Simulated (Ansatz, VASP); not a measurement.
**Pt in VASP and in Ansatz**

INCAR

```
SYSTEM = Pt
  PREC = Accurate
  ENCUT = 520
  EDIFF = 1E-7
  ISMEAR = -1
  SIGMA = 0.1
  LREAL = .False.
  LASPH = .True.
  NELM = 80
  ALGO = Normal
  ISIF = 2
  LWAVE = .False.
  LCHARG = .False.
  GGA = RE
  NBANDS = 11
```

KPOINTS

```
Automatic mesh
0
Gamma
  13 13 13
  0 0 0
```

POSCAR

```
Pt
1.0
    2.6021500338      0.0000000000      0.0000000000
    0.0000000000      2.6021500338      0.0000000000
    0.0000000000      0.0000000000      2.6021500338
Pt
1
Direct
    0.0000000000      0.0000000000      0.0000000000
```

Input for Ansatz:

```yaml
crystal:
  lattice:
    - [2.6021500338, 0.0, 0.0]
    - [0.0, 2.6021500338, 0.0]
    - [0.0, 0.0, 2.6021500338]
  atoms:
    - { symbol: Pt, position: [0.0, 0.0, 0.0] }
hamiltonian:
  xc: revpbe
  pseudopotentials:
    kind: paw
    azcp:
      Pt: "pseudopotentials/Pt.paw.azcp"
basis:
  ecutwfc: 420
  fft_grid_basis: typed
kpoints:
  mp_grid: { grid: [13, 13, 13], shift: [0, 0, 0] }
magnetization:
  spin_polarized: false
scf:
  occupations: { method: fermi_dirac, width: 0.1 }
  lower_state_search: "off"
output:
  stress: true
```

Alike in both runs: task single point; functional revPBE; k mesh 13 × 13 × 13; occupations fermi-dirac, width 0.1 eV; no spin polarisation.

|  | VASP | Ansatz |
| --- | --- | --- |
| version | VASP 6.6.1 | Ansatz 0.2.0 |
| potentials or method | VASP PAW PBE potentials, release 64 (Pt) | plane waves (420 eV) with PAW, scalar-relativistic |
| plane-wave cutoff (eV) | 520 | 420 |
| valence electrons in the cell | 10 | 18 |

|  | VASP | Ansatz | Ansatz less VASP |
| --- | --- | --- | --- |
| pressure (GPa) | 7.3 | 7.8 | +0.52 |

With one functional, cell and mesh, what is left measures potentials, basis and numerics. The two sets of potentials don't hold the same shells in valence.

Caveats: the PAW data sets were made with another functional, which shifts forces and pressure a little (VASP). Spin-orbit coupling is left out, which matters for the levels of Pt.
